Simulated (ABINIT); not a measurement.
GaAs in ABINIT: the effect of target pressure

GaAs:

```
As Ga
1.0
     0.00000    2.82685    2.82685
     2.82685    0.00000    2.82685
     2.82685    2.82685    0.00000
As Ga
1 1
Direct
  0.75000 0.75000 0.75000
  0.00000 0.00000 0.00000
```

Alike in all runs:

* Program: ABINIT 10.8.3 (patched build)
* Task: relaxation of cell and atoms
* Functional: PBE
* Potentials or basis: JTH PAW PBE v2.0
* Cutoff: 463 eV
* k mesh: 8 × 8 × 8
* Occupations: fermi-dirac, width 0.05 eV
* Spin: no spin polarisation

Each run relaxes the cell or the atoms first.

```tsv
target pressure	relaxed volume (Å³/atom)	gap on the mesh (eV)
0 GPa	23.73	0.15
5 GPa	22.12	0.67
10 GPa	20.99	1.07
20 GPa	19.34	1.13
30 GPa	?	?
```

Question: What does the run with target pressure 30 GPa give?

Answer: Relaxed volume 18.18 Å³/atom; gap on the mesh 0.97 eV.

Worked out: In Murnaghan's law V^(-B') rises as a straight line in P. The other rows fit best with B' = 4.2, V0 = 23.73 Å³/atom and B0 = 62 GPa, which gives 18.21 Å³/atom at 30 GPa, against the run's 18.18. A parabola through the other rows of the gap on the mesh, of slope -0.115 eV per GPa there, extrapolates to 0.39 eV, against the run's 0.97. The fit is too stiff a form for this range.

Caveats: the volume moved by over 15 % at a fixed basis, so the end points are rough (some runs).

A k mesh can miss the band edges.
